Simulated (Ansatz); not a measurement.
Working through a series of slab calculations of PbS, space group R3m

With Ansatz 0.2.0 through its Python package.

`POSCAR`
```text
PbS
1.0
   2.11266171    1.21974580    3.45191625
  -2.11266171    1.21974580    3.45191625
   0.00000000   -2.43949161    3.45191625
Pb S
1 1
Direct
   0.98056578    0.98056578    0.98056578
   0.47503555    0.47503555    0.47503555
```

Run as a notebook:

In [1]:
```python
import warnings

import ansatz as az
from ase.build import surface
from ase.io import read
import numpy as np
from tabulate import tabulate
```

In [2]:
```python
XC = "pbesol"
SIGMA = 0.15
KGRID = (3, 3, 1)
```

In [3]:
```python
warnings.simplefilter("ignore", az.DeckWarning)
```

In [4]:
```python
atoms = read("POSCAR", format="vasp")
rows = []
for value in [0.0, 0.1, 0.2, 0.3]:
    slab = surface(atoms, (1, 0, 1), 2, vacuum=6.0)
    slab.pbc = True
    base = (
        az.Crystal.from_ase(slab).calculation()
        .functional(XC)
        .basis(19 * az.Ha)
        .occupations(az.OccupationsMethod.FERMI_DIRAC, width=SIGMA)
        .kpoints(*KGRID)
        .electric_field(axis=3, dipole_correction=True, amplitude=value)
    )
    rep = base.run(threads=1).report
    face = rep["work_function"]
    rows.append((value, len(slab), rep["free_energy_ev"], face["dipole_moment_e_ang"], face.get("phi_plus_ev"), face.get("phi_minus_ev")))
```
```text
RunWarning: efield: at this solve's end the planar-averaged density reaches 1.14e-5 e/Å³ inside the ramp window [0.8834, 0.1166] (bound 1e-5 e/Å³); the window's nearer edge stands 4.25 Å from this solve's nearest atom along the axis. Its free energy, forces, [...]
```

In [5]:
```python
print(tabulate(rows, headers=["field (V/A)", "atoms", "F (eV)", "dipole (e A)", "phi upper (eV)", "phi lower (eV)"], floatfmt=".4f", missingval="-"))
print(f"induced dipole per field: {np.polyfit([row[0] for row in rows], [row[3] for row in rows], 1)[0]:.3f} e A^2/V")
```
```text
  field (V/A)    atoms       F (eV)    dipole (e A)    phi upper (eV)    phi lower (eV)
-------------  -------  -----------  --------------  ----------------  ----------------
       0.0000        4  -25281.2633          0.0191            3.6591            3.8528
       0.1000        4  -25281.2680          0.0742            -                 -
       0.2000        4  -25281.2782          0.1294            -                 -
       0.3000        4  -25281.2939          0.1846            -                 -
induced dipole per field: 0.551 e A^2/V
```

Reading the output:
- Total energies depend on the potentials; only differences at equal settings carry meaning. A total without «per atom» is that of the cell as typed.
- The density doesn't vanish in the vacuum (a short gap or a low cutoff), which blurs the vacuum level.
- Spin-orbit coupling, which matters for elements this heavy, is left out.
- In a slab with a gap the Fermi level, and so this work function, hangs on the smearing.
- This cell is a computed structure, which may not be the phase found in nature.
- Warnings are shown shortened and without file and line.
- The slabs are thin, unrelaxed cuts of the structure as given, on a modest mesh, so the surface energy isn't converged; Miller indices refer to the cell as typed, and unlike faces give only a mean.
- The script silences the warnings on its input, which a real study should read.
- Finished in 16 s on 1 thread of Arm Neoverse V2, with other jobs on the host, peak memory 0.53 GiB.

(Lines on the test bed's own set-up are left out of the output.)
